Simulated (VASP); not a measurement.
## NaCl: single point with PBEsol

Crystal: NaCl.

```
Na Cl
1.0
     3.86019    0.00000    0.00000
     0.00000    3.86019    0.00000
     1.93010    1.93010    2.88753
Na Cl
1 1
Direct
  0.00000 0.00000 0.00000
  0.50000 0.50000 0.00000
```

* Program: VASP 6.6.1
* Task: single point
* Functional: PBEsol
* Potentials or basis: VASP PAW PBE potentials, release 64 (Na_pv, Cl)
* Cutoff: 520 eV
* k mesh: 9 × 9 × 12
* Occupations: gaussian, width 0.1 eV
* Spin: no spin polarisation

| Property | Result |
| --- | --- |
| Pressure | 0.9 GPa |
| Band gap on the k mesh | 5.07 eV, direct |

Stress tensor (GPa, compression positive):
```
 1.70  0.00  0.00
 0.00  1.70  0.00
 0.00  0.00 -0.86
```

Levels at points of the mesh, in eV from the valence-band top:
```csv
k point,band 3,band 4,band 5,band 6,band 7,band 8,band 9,band 10,band 11,band 12
"(0.00, 0.00, 0.00)",-20.59,-12.77,-0.03,-0.03,0.00,5.07,10.74,11.18,11.18,12.93
"(0.00, 0.00, 0.50)",-20.59,-12.36,-1.86,-0.58,-0.58,7.57,7.98,11.05,15.23,15.23
```

Wall time 5.1 min on 1 thread of Intel(R) Xeon(R) Platinum 8488C (Sapphire Rapids), on a shared host, peak memory 0.35 GiB.

Caveat: the PAW data sets were made with another functional, which shifts forces and pressure a little; an odd mesh through Γ misses points on the zone boundary, where band edges often lie. Expect the measured gap to be larger: semilocal functionals such as PBEsol lack the derivative discontinuity.
